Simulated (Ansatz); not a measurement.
# SnO (P4/nmm) in Ansatz: reference runs

Aim: a first look at SnO with PBE, on the cell as given and on a disturbed one.

All numbers are computed with Ansatz 0.2.0; they aren't measurements. Logs are shortened: lines on timing, memory, paths and dates and some standing lists are left out, and cuts for length are marked.

### Step 1. The crystal as given

The structure is tetragonal, space group P4/nmm (No. 129). Conventional cell: a = 3.814 Å, b = 3.814 Å, c = 4.887 Å, α = 90.00°, β = 90.00°, γ = 90.00°. Sn (site symmetry 4mm) has 4 O at 2.23 Å as nearest neighbours. Around O (site symmetry -4m2) lie 4 Sn at 2.23 Å.

The cell is a database's computed one.

### Step 2. Single point, PBE

Input file input.yaml:

```yaml
crystal:
  lattice:
    - [3.81369522, 0.0, 0.0]
    - [0.0, 3.81369522, 0.0]
    - [0.0, 0.0, 4.8869133]
  atoms:
    - { symbol: Sn, position: [0.5, 0.0, 0.76462614] }
    - { symbol: Sn, position: [0.0, 0.5, 0.23537386] }
    - { symbol: O, position: [0.0, 0.0, 0.0] }
    - { symbol: O, position: [0.5, 0.5, 0.0] }
kpoints:
  mp_grid: { grid: [7, 7, 6] }
scf:
  occupations: { method: fermi_dirac, width: 0.05 }
hamiltonian:
  xc: pbe
  pseudopotentials: { kind: all_electron, lapw: { basis_error: 0.001 } }
output:
  forces: true
  stress: true
  eigenvalues: true
  populations: true
```

Potentials or basis: all-electron LAPW, scalar-relativistic.

Run with:

```
$ ansatz run input.yaml --threads 2 --pin off --max-ram 6144MiB --backend cpu --events-out ev --progress --plain --runs-dir out
```

What it wrote:

```text
Warning: RAYON_NUM_THREADS=2 ignored (pool sized by the plan → 2); use --threads N
Sn: projections on atomic orbitals take those of the free atom 1s2 2s2 2p6 3s2 3p6 3d10 4s2 4p6 4d10 5s2 5p2, of charge +0.00 (hamiltonian.pseudopotentials.projection_atoms)
O: projections on atomic orbitals take those of the free atom 1s2 2s2 2p4, of charge +0.00 (hamiltonian.pseudopotentials.projection_atoms)
LAPW: plane waves up to 9.509 Å⁻¹, error target 1.0e-3 eV per atom; small_component_spin mean_spin; O in spheres of 0.988 Å, 8 of its electrons in bands, Dirac shells []; Sn in spheres of 1.239 Å, 22 of its electrons in bands, Dirac shells [] (how accurate: hamiltonian.pseudopotentials.lapw.basis_error, Limitations)
Engine: ansatz 0.2.0, aarch64-unknown-linux-gnu
Pseudopotentials: kind: all_electron
Pseudopotential: Sn, LAPW, valence charge 22, lapw/all_electron/scalar/gaussian/Sn, Koelling and Harmon's equation, gaussian nucleus
Pseudopotential: O, LAPW, valence charge 8, lapw/all_electron/scalar/gaussian/O, Koelling and Harmon's equation, gaussian nucleus
Functional definition: PBE
  parameter kappa = 0.804
  parameter beta = 0.06672455060314922
  exchange = pbe_x(kappa = kappa, mu = beta*pi^2/3)
  correlation = pbe_c(beta = beta)
Crystal: 4 atoms, lattice volume = 71.077 Å³
Basis set: ecut = 344.50602287629505 eV, 1027 PW (Γ), exchange–correlation at level 2
Bands: 36, of which v1, the nominal top of the filled ones, is band 30 counted from 1 (29 counted from 0)
Symmetry: 16 space group operations
Space group: P4/nmm (ITA 129), of the structure as read, at distance tolerance 4.1e-5 Å
k-points: 40 of 294
Non-local potential: Sn, projectors of the file, none
Non-local potential: O, projectors of the file, none
Initial density: superposition of atomic densities (chi_scale 0.1, normalization cell, long waves kept (reshape's long-wave potential 0.23 eV rms))
Initial wavefunctions: plane waves of lowest kinetic energy (no species holds an atomic orbital)
Functional: x = pbe(κ = 0.804, μ = 0.2195149727645171), c = pbe(β = 0.06672455060314922)
iter 1 solved again at ethr=1.26e-2 eV; its pass at ethr=1.00e-1 eV (dr2=7.58e0 eV) is discarded
SCF iter   1: F=—  HF=-340279.411593 eV  |F-HF|=—  |Δ(HF+E_count)|=         —  Δρ=8.73e-2  dr2=7.58e0  ethr=1.26e-2  ⟨swp⟩=2.0  Hψ=9290  notcnv=0
preconditioner: auto → Resta (q_TF=auto, 2.652 Å⁻¹)  ε∞=3.1  [insulator: Δε(μ)=1.359 eV  Ē_g=19.335 eV  σ=0.050 eV  W_gap=1.00  n_scr=20 (ndim 8)  ℏωp=27.9 eV  f_vac=0.015  D(μ)=0.00/eV (n_scr^D=0)  ε∞_Penn≈3.1]
iter 2 solved again at ethr=8.33e-4 eV; its pass at ethr=1.26e-2 eV (dr2=5.00e-1 eV) is discarded
SCF iter   2: F=—  HF=-340276.419207 eV  |F-HF|=—  |Δ(HF+E_count)|=    2.99e0  Δρ=2.38e-2  dr2=5.00e-1  ethr=8.33e-4  ⟨swp⟩=2.0  Hψ=7651  notcnv=0
preconditioner: auto → Kerker (q_TF=auto, 2.652 Å⁻¹)  [metal: Δε(μ)=0.023 eV  Ē_g=18.983 eV  σ=0.050 eV  W_gap=0.12  n_scr=20 (ndim 8)  ℏωp=27.9 eV  f_vac=0.028  D(μ)=0.35/eV (n_scr^D=0)]
SCF iter   3: F=—  HF=-340275.772614 eV  |F-HF|=—  |Δ(HF+E_count)|=   6.47e-1  Δρ=2.35e-2  dr2=5.30e-1  ethr=8.33e-4  ⟨swp⟩=3.0  Hψ=4810  notcnv=0
SCF iter   4: F=—  HF=-340275.713287 eV  |F-HF|=—  |Δ(HF+E_count)|=         —  Δρ=5.00e-3  dr2=1.95e-2  ethr=8.33e-4  ⟨swp⟩=2.7  Hψ=4274  notcnv=0
the basis was enlarged: its passes take 734.5 KiB over the memory plan, 2 of 2 planned eigensolver slots
SCF iter   5: F=—  HF=-340275.712715 eV  |F-HF|=—  |Δ(HF+E_count)|=   5.72e-4  Δρ=2.45e-3  dr2=4.27e-3  ethr=3.25e-5  ⟨swp⟩=2.0  Hψ=4237  notcnv=0
SCF iter   6: F=—  HF=-340275.709698 eV  |F-HF|=—  |Δ(HF+E_count)|=   3.02e-3  Δρ=9.30e-4  dr2=9.47e-4  ethr=7.12e-6  ⟨swp⟩=3.0  Hψ=4408  notcnv=0
SCF iter   7: F=—  HF=-340275.710085 eV  |F-HF|=—  |Δ(HF+E_count)|=   3.86e-4  Δρ=4.71e-4  dr2=2.53e-4  ethr=1.58e-6  ⟨swp⟩=2.3  Hψ=4108  notcnv=0
SCF iter   8: F=—  HF=-340275.710371 eV  |F-HF|=—  |Δ(HF+E_count)|=   2.86e-4  Δρ=3.85e-4  dr2=1.54e-4  ethr=4.22e-7  ⟨swp⟩=3.0  Hψ=4410  notcnv=0
SCF iter   9: F=—  HF=-340275.710345 eV  |F-HF|=—  |Δ(HF+E_count)|=   2.56e-5  Δρ=1.94e-4  dr2=4.39e-5  ethr=2.57e-7  ⟨swp⟩=2.0  Hψ=4081  notcnv=0
SCF iter  10: F=—  HF=-340275.710336 eV  |F-HF|=—  |Δ(HF+E_count)|=   9.36e-6  Δρ=4.14e-5  dr2=2.30e-6  ethr=7.32e-8  ⟨swp⟩=2.1  Hψ=4089  notcnv=0
SCF iter  11: F=-340275.710335 eV  HF=-340275.710335 eV  |F-HF|=2.82e-8  |Δ(HF+E_count)|=   5.13e-7  Δρ=5.13e-6  dr2=4.96e-8  ethr=3.83e-9  ⟨swp⟩=2.4  Hψ=4102  notcnv=0
SCF 1 converged in 11 iterations: F = -340275.710335 eV  dr2 = 4.96e-8
SCF converged after 11 iterations
Free energy (F): -340275.710335 eV
Harris-Foulkes:  -340275.710335 eV  (|F-HF|=2.82e-8)
Internal energy: -340275.710044 eV  (E = F + TS)
E sigma→0 (E₀):  -340275.710189 eV
Entropy (-TS):   -0.000291 eV (-0.073 meV/atom)
Fermi energy:    12.235359 eV
--- Per-component energies (eV) ---
  E_band       = -3426.891461
  E_kinetic    = 357660.638032
  E_xc         = -9462.197707
  E_electrostatic = -688474.150369  (all electrons and nuclei)
  E_smearing   = -0.000291  (= −TS)
  E_closure    = 0.000000  (closes the sum)
  E_atoms      = -340253.027698  (free atoms, spherical and without spin; not in F)
  Σ components = -340275.710335   (vs F -340275.710335, Δ=0.00e0)
  Basis errors (estimates in eV, not in F): energy 4.4e-4 per atom: plane waves 4.0e-4 (2.4e-4 summed), levels above the bands 4.9e-59, relativity 5.9e-8, radial functions 3.5e-5, core shells 1.6e-6; eigenvalues (radial functions only) 3.8e-6; not estimated: angular momenta, meshes, grids; target (lapw.basis_error) 1.0e-3; muffin-tin radii O 0.988 Å, Sn 1.239 Å
--- Forces (eV/Å), atoms counted from 1 ---
  atom   1  Sn     0.00000000     0.00000000    -0.36735094
  atom   2  Sn     0.00000000     0.00000000     0.36735094
  atom   3  O      0.00000000     0.00000000    -0.00000000
  atom   4  O      0.00000000     0.00000000     0.00000000
  max |Σ_I F_I| component: 8.67e-19 eV/Å
--- Stress (GPa, compression-positive) ---
        3.874335       0.000000       0.000000
        0.000000       3.874335       0.000000
        0.000000       0.000000       2.949265
  P = ⅓ Tr σ = 3.5660 GPa (35.660 kbar)
--- Band table (eV; the first three rows and the last of 40) ---
  k-point 0: bands = ["-494.3975", "-494.3975", "-117.4113", "-117.4112", "-73.2190", "-73.2190", "-73.2186", "-73.2186", "-73.1751", "-73.1742", "-9.9627", "-9.5304", "-9.5293", "-9.5293", "-9.4880", "-9.4767", "-9.4345", "-9.4302", "-9.4069", "-9.4069", "-8.1398", "-5.5137", "4.4036", "5.4291", "5.8131", "5.8131", "8.5878", "8.8869", "8.8869", "12.0545", "14.1329", "16.3401", "16.7786", "16.7786", "17.7282", "17.7282"]
  k-point 1: bands = ["-494.3975", "-494.3975", "-117.4113", "-117.4112", "-73.2190", "-73.2190", "-73.2186", "-73.2186", "-73.1750", "-73.1743", "-9.9591", "-9.5340", "-9.5235", "-9.5235", "-9.4852", "-9.4736", "-9.4373", "-9.4332", "-9.4133", "-9.4133", "-8.1315", "-5.5138", "3.7813", "5.8385", "5.8385", "6.3266", "8.5718", "8.8833", "8.8833", "11.7820", "13.8667", "16.0517", "16.0517", "16.4187", "18.6113", "18.6113"]
  k-point 2: bands = ["-494.3975", "-494.3975", "-117.4113", "-117.4112", "-73.2190", "-73.2190", "-73.2186", "-73.2186", "-73.1749", "-73.1744", "-9.9517", "-9.5415", "-9.5094", "-9.5094", "-9.4783", "-9.4652", "-9.4443", "-9.4415", "-9.4288", "-9.4288", "-8.1147", "-5.5141", "3.1691", "5.8906", "5.8906", "7.7339", "8.5403", "8.8753", "8.8753", "10.8461", "13.7295", "15.3392", "15.3392", "16.0446", "19.3547", "19.6677"]
  k-point 39: bands = ["-494.3975", "-494.3975", "-117.4112", "-117.4112", "-73.2192", "-73.2191", "-73.2188", "-73.2188", "-73.1746", "-73.1746", "-9.8790", "-9.8640", "-9.5012", "-9.4961", "-9.4726", "-9.4712", "-9.4356", "-9.4344", "-9.4064", "-9.4057", "-6.4927", "-6.3592", "3.1551", "3.3021", "6.2677", "6.5851", "9.3010", "9.4849", "9.5188", "9.5762", "14.4558", "14.6291", "15.4911", "16.2393", "17.5747", "18.1910"]
--- Löwdin populations: 4 sites ---
  site symbol       q [e]
     0     Sn     49.2100
     1     Sn     49.2100
     2      O      8.7276
     3      O      8.7276
  spilling = 0.001076 (of n_electrons = 116.000000)
```

Run time: 17 s. Hardware: 2 threads of Arm Neoverse V2, shared host; peak memory 0.52 GiB.

What came out:

| Item | Value |
| --- | --- |
| Free energy | -340275.7103 eV |
| Pressure | 3.6 GPa |
| Largest force | 0.367 eV/Å |
| Band gap on the k mesh | 0.37 eV, indirect (least direct gap 2.08 eV) |
| Loewdin charges | Sn +0.79; O -0.73 e |

Forces in eV/Å, atoms in the order of the input:
```
Sn   0.000  0.000 -0.367
Sn   0.000  0.000  0.367
O    0.000  0.000  0.000
O    0.000  0.000  0.000
```

Stress tensor (GPa, compression positive):
```
3.87 0.00 0.00
0.00 3.87 0.00
0.00 0.00 2.95
```

Levels at points of the mesh, in eV from the valence-band top:
```
            k point  band 28  band 29  band 30  band 31  band 32  band 33
 (0.00, 0.00, 0.00)    -3.17    -3.17     0.00     2.08     4.29     4.72
(0.00, 0.00, -0.50)    -3.18    -3.18    -2.22     1.73     3.03     3.03
```

Caveat: spin-orbit coupling is left out, which moves the levels of the heavy elements; an odd mesh through Γ misses points on the zone boundary, where band edges often lie.

### Step 3. Single point, PBE (atoms moved at random, drawn with an rms of 0.05 Å)

Changes to input.yaml since step 2:

```diff
@@ -6,6 +6,6 @@
   atoms:
-    - { symbol: Sn, position: [0.5, 0.0, 0.76462614] }
-    - { symbol: Sn, position: [0.0, 0.5, 0.23537386] }
-    - { symbol: O, position: [0.0, 0.0, 0.0] }
-    - { symbol: O, position: [0.5, 0.5, 0.0] }
+    - { symbol: Sn, position: [0.509185, -0.004328, 0.769766] }
+    - { symbol: Sn, position: [0.003193, 0.500751, 0.224902] }
+    - { symbol: O, position: [0.006846, 0.003447, -0.001905] }
+    - { symbol: O, position: [0.493564, 0.495629, -0.001614] }
 kpoints:
```

Potentials or basis: all-electron LAPW, scalar-relativistic.

Run with:

```
$ ansatz run input.yaml --threads 2 --pin off --max-ram 6144MiB --backend cpu --events-out ev --progress --plain --runs-dir out
```

What it wrote:

```text
Warning: RAYON_NUM_THREADS=2 ignored (pool sized by the plan → 2); use --threads N
Sn: projections on atomic orbitals take those of the free atom 1s2 2s2 2p6 3s2 3p6 3d10 4s2 4p6 4d10 5s2 5p2, of charge +0.00 (hamiltonian.pseudopotentials.projection_atoms)
O: projections on atomic orbitals take those of the free atom 1s2 2s2 2p4, of charge +0.00 (hamiltonian.pseudopotentials.projection_atoms)
LAPW: plane waves up to 9.767 Å⁻¹, error target 1.0e-3 eV per atom; small_component_spin mean_spin; O in spheres of 0.962 Å, 8 of its electrons in bands, Dirac shells []; Sn in spheres of 1.211 Å, 32 of its electrons in bands, Dirac shells [] (how accurate: hamiltonian.pseudopotentials.lapw.basis_error, Limitations)
Engine: ansatz 0.2.0, aarch64-unknown-linux-gnu
Pseudopotentials: kind: all_electron
Pseudopotential: Sn, LAPW, valence charge 32, lapw/all_electron/scalar/gaussian/Sn, Koelling and Harmon's equation, gaussian nucleus
Pseudopotential: O, LAPW, valence charge 8, lapw/all_electron/scalar/gaussian/O, Koelling and Harmon's equation, gaussian nucleus
Functional definition: PBE
  parameter kappa = 0.804
  parameter beta = 0.06672455060314922
  exchange = pbe_x(kappa = kappa, mu = beta*pi^2/3)
  correlation = pbe_c(beta = beta)
Crystal: 4 atoms, lattice volume = 71.077 Å³
Basis set: ecut = 363.4703929297798 eV, 1139 PW (Γ), exchange–correlation at level 2
Bands: 48, of which v1, the nominal top of the filled ones, is band 40 counted from 1 (39 counted from 0)
Symmetry: 1 space group operations
Space group: P1 (ITA 1), of the structure as read, at distance tolerance 4.1e-5 Å
k-points: 148 of 294 (time reversal used)
Non-local potential: Sn, projectors of the file, none
Non-local potential: O, projectors of the file, none
Initial density: superposition of atomic densities (chi_scale 0.1, normalization cell, long waves kept (reshape's long-wave potential 0.24 eV rms))
Initial wavefunctions: plane waves of lowest kinetic energy (no species holds an atomic orbital)
Functional: x = pbe(κ = 0.804, μ = 0.2195149727645171), c = pbe(β = 0.06672455060314922)
iter 1 solved again at ethr=9.59e-3 eV; its pass at ethr=1.00e-1 eV (dr2=7.68e0 eV) is discarded
SCF iter   1: F=—  HF=-340279.304436 eV  |F-HF|=—  |Δ(HF+E_count)|=         —  Δρ=8.96e-2  dr2=7.67e0  ethr=9.59e-3  ⟨swp⟩=2.0  Hψ=41751  notcnv=0
preconditioner: auto → Resta (q_TF=auto, 2.783 Å⁻¹)  ε∞=2.8  [insulator: Δε(μ)=1.542 eV  Ē_g=20.582 eV  σ=0.050 eV  W_gap=1.00  n_scr=28 (ndim 8)  ℏωp=27.9 eV  f_vac=0.111  D(μ)=0.00/eV (n_scr^D=0)  ε∞_Penn≈2.8]
iter 2 solved again at ethr=6.25e-4 eV; its pass at ethr=9.59e-3 eV (dr2=5.00e-1 eV) is discarded
SCF iter   2: F=—  HF=-340276.272902 eV  |F-HF|=—  |Δ(HF+E_count)|=    3.03e0  Δρ=2.41e-2  dr2=5.00e-1  ethr=6.25e-4  ⟨swp⟩=2.0  Hψ=35787  notcnv=0
SCF iter   3: F=—  HF=-340275.677676 eV  |F-HF|=—  |Δ(HF+E_count)|=   5.95e-1  Δρ=2.06e-2  dr2=3.93e-1  ethr=6.25e-4  ⟨swp⟩=3.0  Hψ=22988  notcnv=0
SCF iter   4: F=—  HF=-340275.653694 eV  |F-HF|=—  |Δ(HF+E_count)|=         —  Δρ=5.21e-3  dr2=3.52e-2  ethr=4.91e-4  ⟨swp⟩=2.4  Hψ=19654  notcnv=0
the basis was enlarged: its passes take 635.3 KiB over the memory plan, 2 of 2 planned eigensolver slots
SCF iter   5: F=—  HF=-340275.643937 eV  |F-HF|=—  |Δ(HF+E_count)|=   9.76e-3  Δρ=2.75e-3  dr2=8.28e-3  ethr=4.40e-5  ⟨swp⟩=2.0  Hψ=20395  notcnv=0
SCF iter   6: F=—  HF=-340275.641175 eV  |F-HF|=—  |Δ(HF+E_count)|=   2.76e-3  Δρ=4.61e-4  dr2=2.26e-4  ethr=1.04e-5  ⟨swp⟩=2.5  Hψ=21045  notcnv=0
SCF iter   7: F=—  HF=-340275.641230 eV  |F-HF|=—  |Δ(HF+E_count)|=   5.54e-5  Δρ=2.82e-4  dr2=8.02e-5  ethr=2.83e-7  ⟨swp⟩=3.0  Hψ=20639  notcnv=0
SCF iter   8: F=—  HF=-340275.641235 eV  |F-HF|=—  |Δ(HF+E_count)|=   5.17e-6  Δρ=1.45e-4  dr2=2.02e-5  ethr=1.00e-7  ⟨swp⟩=3.0  Hψ=21243  notcnv=0
SCF iter   9: F=—  HF=-340275.641233 eV  |F-HF|=—  |Δ(HF+E_count)|=   2.48e-6  Δρ=7.96e-5  dr2=5.86e-6  ethr=2.53e-8  ⟨swp⟩=3.0  Hψ=20832  notcnv=0
SCF iter  10: F=—  HF=-340275.641234 eV  |F-HF|=—  |Δ(HF+E_count)|=   6.73e-7  Δρ=1.86e-5  dr2=3.10e-7  ethr=7.33e-9  ⟨swp⟩=3.0  Hψ=20719  notcnv=0
SCF iter  11: F=-340275.641234 eV  HF=-340275.641234 eV  |F-HF|=5.53e-8  |Δ(HF+E_count)|=   3.04e-7  Δρ=6.05e-6  dr2=4.46e-8  ethr=3.87e-10  ⟨swp⟩=3.0  Hψ=21328  notcnv=0
SCF 1 converged in 11 iterations: F = -340275.641234 eV  dr2 = 4.46e-8
SCF converged after 11 iterations
Free energy (F): -340275.641234 eV
Harris-Foulkes:  -340275.641234 eV  (|F-HF|=5.53e-8)
Internal energy: -340275.641181 eV  (E = F + TS)
E sigma→0 (E₀):  -340275.641208 eV
Entropy (-TS):   -0.000052 eV (-0.013 meV/atom)
Fermi energy:    12.354519 eV
--- Per-component energies (eV) ---
  E_band       = -12557.784965
  E_kinetic    = 357663.992836
  E_xc         = -9462.905043
  E_electrostatic = -688476.728975  (all electrons and nuclei)
  E_smearing   = -0.000052  (= −TS)
  E_closure    = 0.000000  (closes the sum)
  E_atoms      = -340253.027698  (free atoms, spherical and without spin; not in F)
  Σ components = -340275.641234   (vs F -340275.641234, Δ=0.00e0)
  Basis errors (estimates in eV, not in F): energy 4.4e-4 per atom: plane waves 4.0e-4 (2.4e-4 summed), levels above the bands 2.4e-89, relativity 7.4e-8, radial functions 3.8e-5, core shells 5.7e-8; eigenvalues (radial functions only) 4.8e-6; not estimated: angular momenta, meshes, grids; target (lapw.basis_error) 1.0e-3; muffin-tin radii O 0.962 Å, Sn 1.211 Å
--- Forces (eV/Å), atoms counted from 1 ---
  atom   1  Sn    -0.10943391     0.04798825    -1.06591699
  atom   2  Sn    -0.09853982    -0.00157346     1.15337637
  atom   3  O     -0.19345990    -0.18862583    -0.02868800
  atom   4  O      0.40144002     0.14220909    -0.05877248
  max |Σ_I F_I| component: 6.39e-6 eV/Å
--- Stress (GPa, compression-positive) ---
        6.200751       0.036182      -0.181662
        0.036182       6.083788       0.012516
       -0.181662       0.012516       6.022832
  P = ⅓ Tr σ = 6.1025 GPa (61.025 kbar)
--- Band table (eV; the first three rows and the last of 148) ---
  k-point 0: bands = ["-494.4648", "-494.4631", "-456.4973", "-456.4929", "-456.4827", "-456.4783", "-456.4779", "-456.4778", "-456.4733", "-456.4629", "-456.4625", "-456.4577", "-117.3819", "-117.3690", "-73.1899", "-73.1893", "-73.1787", "-73.1769", "-73.1490", "-73.1349", "-10.0210", "-9.5177", "-9.5144", "-9.5070", "-9.4637", "-9.4572", "-9.4271", "-9.4025", "-9.3827", "-9.3819", "-8.3304", "-5.5853", "4.3540", "5.5457", "5.5943", "5.7022", "8.4880", "8.6680", "8.6844", "12.0309", "14.0511", "16.1347", "17.0215", "17.0369", "17.7637", "17.7743", "19.0684", "19.4486"]
  k-point 1: bands = ["-494.4648", "-494.4631", "-456.4973", "-456.4929", "-456.4827", "-456.4783", "-456.4779", "-456.4778", "-456.4733", "-456.4629", "-456.4625", "-456.4577", "-117.3819", "-117.3690", "-73.1899", "-73.1893", "-73.1787", "-73.1769", "-73.1490", "-73.1349", "-10.0180", "-9.5131", "-9.5106", "-9.5085", "-9.4613", "-9.4555", "-9.4291", "-9.4049", "-9.3884", "-9.3875", "-8.3222", "-5.5855", "3.8189", "5.6061", "5.6171", "6.4688", "8.4732", "8.6650", "8.6812", "11.7820", "13.7622", "16.1753", "16.2464", "16.3405", "18.6729", "18.7040", "18.9646", "19.6563"]
  k-point 2: bands = ["-494.4648", "-494.4631", "-456.4973", "-456.4929", "-456.4827", "-456.4783", "-456.4779", "-456.4778", "-456.4733", "-456.4629", "-456.4625", "-456.4577", "-117.3819", "-117.3690", "-73.1899", "-73.1893", "-73.1787", "-73.1769", "-73.1490", "-73.1349", "-10.0120", "-9.5164", "-9.5015", "-9.4970", "-9.4558", "-9.4509", "-9.4341", "-9.4106", "-9.4016", "-9.4004", "-8.3057", "-5.5857", "3.2408", "5.6552", "5.6635", "7.8173", "8.4436", "8.6587", "8.6742", "10.8937", "13.5867", "15.5329", "15.5388", "15.9993", "19.3910", "19.7510", "19.7646", "20.1470"]
  k-point 147: bands = ["-494.4648", "-494.4631", "-456.4973", "-456.4929", "-456.4827", "-456.4783", "-456.4779", "-456.4778", "-456.4733", "-456.4629", "-456.4625", "-456.4577", "-117.3819", "-117.3690", "-73.1899", "-73.1895", "-73.1789", "-73.1770", "-73.1489", "-73.1349", "-9.9241", "-9.8445", "-9.4978", "-9.4867", "-9.4701", "-9.4607", "-9.4043", "-9.3984", "-9.3891", "-9.3782", "-7.0385", "-6.4852", "3.8252", "4.4085", "6.2101", "6.8895", "7.4305", "8.0666", "9.3638", "10.2705", "14.6391", "15.0646", "16.6796", "17.4081", "18.4429", "18.8294", "20.5152", "20.7983"]
--- Löwdin populations: 4 sites ---
  site symbol       q [e]
     0     Sn     49.2046
     1     Sn     49.2013
     2      O      8.7331
     3      O      8.7332
  spilling = 0.001102 (of n_electrons = 116.000000)
```

Run time: 3 min. Hardware: 2 threads of Arm Neoverse V2, shared host; peak memory 1.1 GiB.

Results:

- Free energy: -340275.6412 eV
- Pressure: 6.1 GPa
- Largest force: 1.158 eV/Å
- Band gap on the k mesh: 0.62 eV, indirect (least direct gap 1.98 eV)
- Loewdin charges: Sn +0.80; O -0.73 e

Forces in eV/Å, atoms in the order of the input:
```
Sn  -0.109  0.048 -1.066
Sn  -0.099 -0.002  1.153
O   -0.193 -0.189 -0.029
O    0.401  0.142 -0.059
```

Caveat: spin-orbit coupling is left out, which moves the levels of the heavy elements; an odd mesh through Γ misses points on the zone boundary, where band edges often lie.
